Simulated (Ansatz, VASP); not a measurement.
C in VASP and in Ansatz

```xyz
4
Lattice="1.2856 -2.1747 0.0000 1.2856 2.1747 0.0000 0.0000 0.0000 4.0579" Properties=species:S:1:pos:R:3 pbc="T T T"
C     1.2856    0.7609    2.0385
C     1.2856   -0.7609    0.0095
C     1.2856    0.7061    3.5875
C     1.2856   -0.7061    1.5586
```

Alike in both runs: task relaxation of cell and atoms; functional PBE; k mesh 8 × 8 × 4; occupations gaussian, width 0.1 eV; no spin polarisation.

|  | VASP | Ansatz |
| --- | --- | --- |
| version | VASP 6.6.1 | Ansatz 0.2.0 |
| potentials or method | VASP PAW PBE potentials, release 64 (C) | scalar-relativistic, plane waves, PAW |
| plane-wave cutoff (eV) | 600 | 420 |
| valence electrons in the cell | 16 | 16 |

|  | VASP | Ansatz | Ansatz less VASP |
| --- | --- | --- | --- |
| gap on the k mesh at the Fermi level, each at its own relaxed structure (eV) | 3.72 | 3.72 | 0.000 |
| relaxed volume (Å³/atom) | 5.71 | 5.71 | -0.003 |
| relaxed cell length with the largest relative difference (Å) | 4.182 | 4.180 | -0.0023 |
| energy change over the relaxation (meV/atom) | -45 | -45 | -0.1 |
